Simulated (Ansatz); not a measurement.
## What strain does to MgO (wurtzite)

Wurtzite MgO, relaxed with r2SCAN in Ansatz. It is hexagonal, P6_3mc (No. 186); a = 3.288 Å, c = 5.034 Å in the conventional setting, 11.79 Å³ an atom. Around Mg lie 4 O at 1.97–1.99 Å; around O lie 4 Mg at 1.97–1.99 Å.

The axes x, y and z are those of this cell:
```
Mg O
1.0
     3.28822    0.00000    0.00000
    -1.64411    2.84768    0.00000
     0.00000    0.00000    5.03437
Mg O
2 2
Direct
  0.33333 0.66667 0.99016
  0.66667 0.33333 0.49016
  0.33333 0.66667 0.38484
  0.66667 0.33333 0.88484
```

Unstrained: With PBE the gap is 3.556 eV and direct, at Γ. With r2SCAN the gap is 4.223 eV and direct, at Γ. HSE06 gives a direct gap of 5.158 eV at Γ. Meshes: PBE 12×12×6, r2SCAN 12×12×6, HSE06 6×6×4. Strains are changes of length per length, and xy shears are angles. After each strain the atoms were relaxed again with r2SCAN within the symmetry that the strain leaves, so tilts or polar shifts that break it weren't tested; points keep the names that they have in the unstrained zone. (Calculated; spin-unpolarised; the phase may be known or hypothetical.)

Changes of the least gap in eV (an overlap counts as a negative gap):

| strain | volume change (%) | space group | PBE | r2SCAN | HSE06 | energy rise, r2SCAN (meV/atom) |
| --- | --- | --- | --- | --- | --- | --- |
| isotropic -5.0 % on every length | -14.3 | P6_3mc | +0.889 | +0.937 | +0.979 | 122.1 |
| epitaxial -5.0 % in the xy plane, free normal strain +5.43 % | -4.9 | P6_3mc | +0.407 | +0.430 | +0.461 | 39.6 |
| uniaxial +1.5 % along z | +1.5 | P6_3mc | -0.024 | -0.029 | -0.030 | 1.1 |
| xy shear, engineering strain (angle) -0.5 % | 0.0 | P2_1 | 0.000 | -0.001 | 0.000 | 0.0 |

Isotropic -5.0 % on every length. HSE06: the gap goes from 5.158 to 6.137 eV (+0.979 eV). Stress change with r2SCAN, compression positive: xx +28.63, yy +28.63, zz +22.07 GPa. For HSE06, dE_g/d ln V = -6.4 eV over this step.

Epitaxial -5.0 % in the xy plane, free normal strain +5.43 %. HSE06: the gap goes from 5.158 to 5.619 eV (+0.461 eV). Stress change with r2SCAN, compression positive: xx +11.89, yy +11.89, zz 0.00 GPa.

Uniaxial +1.5 % along z, other directions held. HSE06: the gap goes from 5.158 to 5.128 eV (-0.030 eV). Stress change with r2SCAN, compression positive: xx -1.38, yy -1.38, zz -1.98 GPa.

Xy shear, engineering strain (angle) -0.5 %. HSE06: the gap goes from 5.158 to 5.158 eV (0.000 eV). Stress change with r2SCAN, compression positive: xx +0.01, yy +0.01, zz -0.03, xy +0.24 GPa.

The meshes of the hybrids are coarse, so their gaps aren't converged to the digits shown.
